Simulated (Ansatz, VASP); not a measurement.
# KI: VASP beside Ansatz

Contents of INCAR:

```
SYSTEM = KI
  ALGO = Normal
  EDIFF = 1E-7
  ENCUT = 520
  GGA = PE
  ISIF = 2
  ISMEAR = 0
  LASPH = .True.
  LCHARG = .False.
  LREAL = .False.
  LWAVE = .False.
  NBANDS = 15
  NELM = 60
  PREC = Accurate
  SIGMA = 0.05
```

The input KPOINTS:

```
k-points
0
Gamma
  6 6 6
  0 0 0
```

POSCAR

```
KI
1.0
    0.0000000000      3.3835680000      3.2425860000
    3.3835680000      0.0000000000      3.2425860000
    3.3835680000      3.3835680000      0.0000000000
K I
1 1
Direct
    0.0000000000      0.0000000000      0.0000000000
    0.5000000000      0.5000000000      0.5000000000
```

Input for Ansatz:

```yaml
crystal:
  lattice:
    - [0.0, 3.383568, 3.242586]
    - [3.383568, 0.0, 3.242586]
    - [3.383568, 3.383568, 0.0]
  atoms:
    - { symbol: K, position: [0.0, 0.0, 0.0] }
    - { symbol: I, position: [0.5, 0.5, 0.5] }
basis:
  ecutwfc: 420
kpoints:
  mp_grid: { grid: [6, 6, 6] }
hamiltonian:
  xc: pbe
scf:
  occupations: { method: gaussian, width: 0.05 }
output:
  forces: true
  stress: true
  eigenvalues: true
```

Change from the starting cell: strain -0.040 along x and y, -0.080 along z, atoms carried along.

Alike in both runs: task single point; functional PBE; k mesh 6 × 6 × 6; occupations gaussian, width 0.05 eV; no spin polarisation.

```csv
,VASP,Ansatz
version,VASP 6.6.1,Ansatz 0.2.0
potentials or method,"VASP PAW PBE potentials, release 64 (K_sv, I)","scalar-relativistic, plane waves, PAW"
plane-wave cutoff (eV),520,420
valence electrons in the cell,16,26
```

Ansatz gave:

```
gap on the k mesh at the Fermi level (eV)       : 4.37
least direct gap on the mesh (eV)               : 4.37
pressure (GPa)                                  : 4.1
largest component of the traceless stress (GPa) : 1.81
```

Question: Estimate VASP's values.

Answer: gap on the k mesh at the Fermi level (eV): 4.36; least direct gap on the mesh (eV): 4.36; pressure (GPa): 4.2; largest component of the traceless stress (GPa): 1.83.

The two sets of potentials don't hold the same shells in valence.

Caveats: spin-orbit coupling is left out, which moves the levels of the heavy elements. A k mesh can miss the band edges.
